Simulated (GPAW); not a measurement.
# CdSe (Cadmoselite) (P6_3mc) in GPAW: further runs

The runs below take CdSe (Cadmoselite) through band structure, with PBE.

Everything below comes from runs of GPAW 26.7.0. Logs are shortened: lines on timing, memory, paths and dates and some standing lists are left out, and cuts for length are marked. The log counts tension as positive stress, the text compression.

**The experiment to reproduce.**

A printed reference work, data compilation reports, for a bulk crystal of CdSe at 2 K: band gap 1.841 eV.

The results are compared with them further down.

## (1) The crystal as given

It takes space group P6_3mc (No. 186, hexagonal). Conventional cell: a = 4.300 Å, b = 4.300 Å, c = 7.020 Å, α = 90.00°, β = 90.00°, γ = 120.00°. Cd (site symmetry 3m) is surrounded by 4 Se at 2.61 to 2.70 Å. Se (site symmetry 3m) is surrounded by 4 Cd at 2.61 to 2.70 Å.

## (2) Band structure, PBE

run.py reads:

```python
from ase.dft.bandgap import bandgap
from ase.io import write
from ase.spacegroup import crystal
from gpaw import GPAW

# Cd 2b
# Se 2b
atoms = crystal(['Cd', 'Se'],
                basis=[[0.6666666667, 0.3333333333, 0.5],
                       [0.6666666667, 0.3333333333, 0.885]],
                spacegroup=186, setting=1,  # P6_3mc
                cellpar=[4.3, 4.3, 7.02, 90.0, 90.0, 120.0],
                primitive_cell=True)

calc = GPAW(mode='fd',
            h=0.16,
            xc='PBE',
            kpts={'size': (5, 5, 3), 'gamma': True},
            occupations={'name': 'fermi-dirac', 'width': 0.05},
            nbands=31,
            convergence={'density': 1e-05, 'energy': 1e-05},
            maxiter=150,
            txt='gpaw.txt')
atoms.calc = calc
energy = atoms.get_potential_energy()
forces = atoms.get_forces()
calc.write('gs.gpw')
write('result.traj', atoms)
print(f'Energy: {energy:.6f} eV')
print('Forces (eV/A):')
print(forces.round(4))
print('Fermi level:', round(calc.get_fermi_level(), 4), 'eV')
print(f'Gap: {bandgap(calc)[0]:.4f} eV, direct: {bandgap(calc, direct=True)[0]:.4f} eV')

path = atoms.cell.bandpath('GMKGALHA,LM,KH', npoints=80, eps=1e-4)
bs_calc = calc.fixed_density(kpts=path, symmetry='off', nbands=52,
                             convergence={'bands': 'CBM+6.0', 'eigenstates': 1e-6}, txt='bands.txt')
bs = bs_calc.band_structure()
bs.write('bs.json')
print(f'Gap on the path: {bandgap(bs_calc)[0]:.4f} eV')
```

Potentials or basis: GPAW PAW data sets (gpaw-data 1.2.1), fd.

Launch:

```console
$ OMP_NUM_THREADS=1 python run.py
```

gpaw.txt:

```text
__  _  _
 | _ |_)|_||  |
 |__||  | ||/\| - 26.7.0

Input parameters:
  mode=FD(),
  convergence={'density': 1e-05, 'energy': 1e-05},
  h=0.16,
  kpts=MonkhorstPack(size=(5, 5, 3), gamma=True),
  maxiter=150,
  nbands=31,
  occupations=Occupations(name='fermi-dirac', width=0.05),
  xc=XC(name='PBE')

Diagonalizing LCAO Hamiltonian
Converting LCAO to fd mode

            Se

        Se  Cd

        Cd

Atoms  # Å, Bohr magnetons
|   | symbol |         x |        y |        z |    initial magnetic moments |
|---|--------|-----------|----------|----------|-----------------------------|
| 0 |     Cd |  2.150000 | 1.241303 | 3.510000 | ( 0.0000,  0.0000,  0.0000) |
| 1 |     Cd | -0.000000 | 2.482606 | 0.000000 | ( 0.0000,  0.0000,  0.0000) |
| 2 |     Se |  2.150000 | 1.241303 | 6.212700 | ( 0.0000,  0.0000,  0.0000) |
| 3 |     Se | -0.000000 | 2.482606 | 2.702700 | ( 0.0000,  0.0000,  0.0000) |

Unit cell  # Å
| periodic |         x |        y |        z |  lengths |     angles |
|----------|-----------|----------|----------|----------|------------|
|      yes |  4.300000 | 0.000000 | 0.000000 | 4.300000 |  90.000000 |
|      yes | -2.150000 | 3.723909 | 0.000000 | 4.300000 |  90.000000 |
|      yes |  0.000000 | 0.000000 | 7.020000 | 7.020000 | 120.000000 |

Number of symmetries: 6
Symmetry operations  # r_c * U_cc + t_c -> r_c
|   | kind |            matrix            |
|---|------|------------------------------|
| 0 |  σ   |  1, 1, 0,  0,-1, 0,  0, 0, 1 |
| 1 |  E   |  1, 0, 0,  0, 1, 0,  0, 0, 1 |
| 2 |  C3  |  0, 1, 0, -1,-1, 0,  0, 0, 1 |
| 3 |  σ   |  0,-1, 0, -1, 0, 0,  0, 0, 1 |
| 4 |  σ   | -1, 0, 0,  1, 1, 0,  0, 0, 1 |
| 5 |  C3  | -1,-1, 0,  1, 0, 0,  0, 0, 1 |

BZ-sampling:
  Number of BZ points: 75
  Number of IBZ points: 12

  Monkhorst-Pack size: [5, 5, 3]
  Monkhorst-Pack shift: [0, 0, 0]

K-points  # in reciprocal-cell coordinates
|     |                                coordinates |     weight |
|-----|--------------------------------------------|------------|
|   0 | (  0.00000000,   0.00000000,   0.00000000) | 0.01333333 |
|   1 | (  0.00000000,   0.00000000,   0.33333333) | 0.02666667 |
|   2 | (  0.20000000,   0.00000000,  -0.33333333) | 0.08000000 |
|   3 | (  0.20000000,   0.00000000,   0.00000000) | 0.08000000 |
|   4 | (  0.20000000,   0.00000000,   0.33333333) | 0.08000000 |
|   5 | (  0.40000000,  -0.20000000,   0.00000000) | 0.08000000 |
|   6 | (  0.40000000,  -0.20000000,   0.33333333) | 0.16000000 |
|   7 | (  0.40000000,   0.00000000,  -0.33333333) | 0.08000000 |
|   8 | (  0.40000000,   0.00000000,   0.00000000) | 0.08000000 |
|   9 | (  0.40000000,   0.00000000,   0.33333333) | 0.08000000 |
| ... |                                            |            |
|  11 | (  0.40000000,   0.40000000,   0.33333333) | 0.16000000 |

Uniform wave function grid shape: (np.int64(24), np.int64(24), np.int64(44))
Spin-components: 1 (collinear spins)
Bands:           31
Projectors:      22
Spin-degeneracy: 2
Datatype:        complex128

Parallelization:
  kpt:    1
  domain: 1
  band:   1

Density:
  Valence electrons: 36.0
  Components: 1
  Grid points: [24 24 44]
  Charge: 0.0  # |e|

Potential:
  Grid points: [24 24 44]

species:
  Cd:
    name:    Cadmium
    Z:       48.0
    valence: 12
    core:    36
    charge:  0.0  # [|e|]
    compensation charges:
      type: gauss
      rc: 0.38  # [Å]
      lmax: 2
    cutoffs:
      filter: 2.12  # [Å]
      core: 2.62  # [Å]
    projectors
    | kind |    occ | energy [eV] | rcut [Å] |
    |------|--------|-------------|----------|
    |   5s |  2.000 |      -5.655 |    1.191 |
    |   5p |  0.000 |      -1.186 |    1.228 |
    |   4d | 10.000 |     -11.739 |    1.164 |
    |    s |        |      21.556 |    1.191 |
    |    p |        |      26.026 |    1.228 |
    |    d |        |      15.473 |    1.164 |

    Using partial waves for Cd as LCAO basis

  Se:
    name:    Selenium
    Z:       34.0
    valence: 6
    core:    28
    charge:  0.0  # [|e|]
    compensation charges:
      type: gauss
      rc: 0.27  # [Å]
      lmax: 2
    cutoffs:
      filter: 1.77  # [Å]
      core: 2.67  # [Å]
    projectors
    | kind |    occ | energy [eV] | rcut [Å] |
    |------|--------|-------------|----------|
    |   4s |  2.000 |     -17.277 |    0.847 |
    |   4p |  4.000 |      -6.512 |    1.005 |
    |    s |        |       9.935 |    0.847 |
    |    p |        |      20.699 |    1.005 |
    |    d |        |       0.000 |    0.847 |

    Using partial waves for Se as LCAO basis

Reference energy: -436553.300934  # eV

eigensolver:
  PPCG
  Converge bands: occupied
  niter=2

density mixing:
  MSR1-Mixer
  Pratt-step length: 0.05
  Maximum mixing coefficient: 0.75
  Old densities: 10
  SVD Regularization: 0.005
  Good broyden scale: 1.0
  Trust region scale: 1.0
  Backstep threshold: 4.0
  History deletion threshold: 6.0
  Fourier metric: weight=20.0, sigma=0.015

occupation numbers:
  Fermi-Dirac:
    width: 0.0500  # eV

FastPoissonSolver using
    Stencil: 8*3+1=25 point O(h^6) finite-difference Laplacian
    FFT axes: [np.int64(0), np.int64(1), np.int64(2)]
    FST axes: []

xc functional:
  name: PBE with 2 nearest neighbor stencil
interpolation: tri-quintic # 5. degree polynomial

convergence criteria:
- Maximum integral of absolute [dens]ity change: 1e-05 electrons / valence electron
- Maximum [total energy] change in last 3 cyles: 1e-05 eV / valence electron
- Maximum integral of absolute [eigenst]ate change: 4e-08 eV^2 / valence electron
maximum number of iterations: 150

SCF iterations
|iter     | |      energy | eigst |  dens |
|---------|-|-------------|-------|-------|
|iter:   1| |  -12.006587 | +0.34 |       |
|iter:   2| |  -11.872843 | -1.10 | -1.18 |
|iter:   3| |  -11.318622 | -0.87 | -1.22 |
|iter:   4| |  -11.321013 | -2.17 | -1.85 |
|iter:   5| |  -11.321557 | -2.89 | -2.26 |
|iter:   6| |  -11.321628 | -3.78 | -3.13 |
|iter:   7| |  -11.321644c| -4.51 | -3.44 |
|iter:   8| |  -11.321646c| -5.15 | -3.81 |
|iter:   9| |  -11.321647c| -5.90 | -4.69 |
|iter:  10| |  -11.321647c| -6.54 | -5.06c|
|iter:  11| |  -11.321647c| -7.17 | -5.47c|
|iter:  12| |  -11.321647c| -7.79c| -5.99c|

Converged in 12 steps
Energy contributions relative to reference atoms: (reference = -436553.300934)

Energy contributions:
  Kinetic:          41.154956
  Coulomb:         -37.078199
  Zero:              0.161316
  External:          0.000000
  Xc:              -15.559702
  Entropy:          -0.000035
  Spinorbit:         0.000000
  ----------------------------
  Free energy:     -11.321665
  Extrapolated:    -11.321647

dipole moment: (0.000001, -0.000000, -18.343628)  # |e|*Ang

Fermi level: 4.008
Eigenvalues  # (at kpt = [0.000, 0.000, 0.000])
| band index |      eig [eV] | occ [0-2] |
|------------|---------------|-----------|
|          0 |        -8.962 |     2.000 |
|        ... |               |           |
|         10 |        -3.835 |     2.000 |
|         11 |        -3.555 |     2.000 |
|         12 |        -0.617 |     2.000 |
|         13 |         2.910 |     2.000 |
|         14 |         2.910 |     2.000 |
|         15 |         3.621 |     1.999 |
[... 8 lines left out ...]
|         24 |        10.605 |     0.000 |
|         25 |        11.335 |     0.000 |
|        ... |               |           |
|         30 |        14.712 |     0.000 |

Gap: 0.694 eV
Transition (v -> c):
  (s=0, k=0, n=17, [0.00, 0.00, 0.00]) -> (s=0, k=0, n=18, [0.00, 0.00, 0.00])
No difference between direct/indirect transitions

Forces  # eV/Ang
|        x |        y |        z |
|----------|----------|----------|
|  0.00000 | -0.00000 |  0.28433 |  # Cd   0
| -0.00000 |  0.00000 |  0.28427 |  # Cd   1
|  0.00000 |  0.00000 | -0.33011 |  # Se   2
|  0.00000 | -0.00000 | -0.33007 |  # Se   3

# Writing to gs.gpw (mode='')
```

Wall time 16 min (1 thread of Arm Neoverse V2, shared host); peak memory 2.5 GiB.

What came out:

```
Free energy             : -11.3217 eV
Band gap on the k mesh  : 0.69 eV, direct
Band gap along the path : 0.69 eV, direct
```

Levels at the corners of the path, in eV from the valence-band top:
| point | band 14 | band 15 | band 16 | band 17 | band 18 | band 19 | band 20 | band 21 | band 22 | band 23 |
| --- | --- | --- | --- | --- | --- | --- | --- | --- | --- | --- |
| Γ | -0.72 | -0.72 | -0.01 | 0.00 | 0.00 | 0.69 | 2.11 | 5.85 | 5.85 | 6.11 |
| M | -3.73 | -2.58 | -1.87 | -1.25 | -0.84 | 3.22 | 3.30 | 4.80 | 6.13 | 6.64 |
| K | -3.86 | -3.08 | -1.80 | -1.80 | -1.79 | 4.39 | 4.79 | 4.79 | 7.04 | 7.04 |
| Γ | -0.72 | -0.72 | -0.01 | 0.00 | 0.00 | 0.69 | 2.11 | 5.85 | 5.85 | 6.11 |
| A | -2.57 | -0.38 | -0.38 | -0.38 | -0.38 | 2.33 | 2.33 | 5.80 | 5.80 | 6.23 |
| L | -4.25 | -1.39 | -1.39 | -1.30 | -1.30 | 2.98 | 2.98 | 4.78 | 4.78 | 7.75 |
| H | -4.14 | -2.50 | -2.50 | -1.07 | -1.07 | 3.79 | 3.79 | 5.91 | 5.91 | 6.20 |
| A | -2.57 | -0.38 | -0.38 | -0.38 | -0.38 | 2.33 | 2.33 | 5.80 | 5.80 | 6.23 |
| L | -4.25 | -1.39 | -1.39 | -1.30 | -1.30 | 2.98 | 2.98 | 4.78 | 4.78 | 7.75 |
| M | -3.73 | -2.58 | -1.87 | -1.25 | -0.84 | 3.22 | 3.30 | 4.80 | 6.13 | 6.64 |
| K | -3.86 | -3.08 | -1.80 | -1.80 | -1.79 | 4.39 | 4.79 | 4.79 | 7.04 | 7.04 |
| H | -4.14 | -2.50 | -2.50 | -1.07 | -1.07 | 3.79 | 3.79 | 5.91 | 5.91 | 6.20 |

Caveat: the real-space grid adds noise to forces; the forces don't sum to zero, a sign of grid noise.

(Continued in part 2 of 2.)
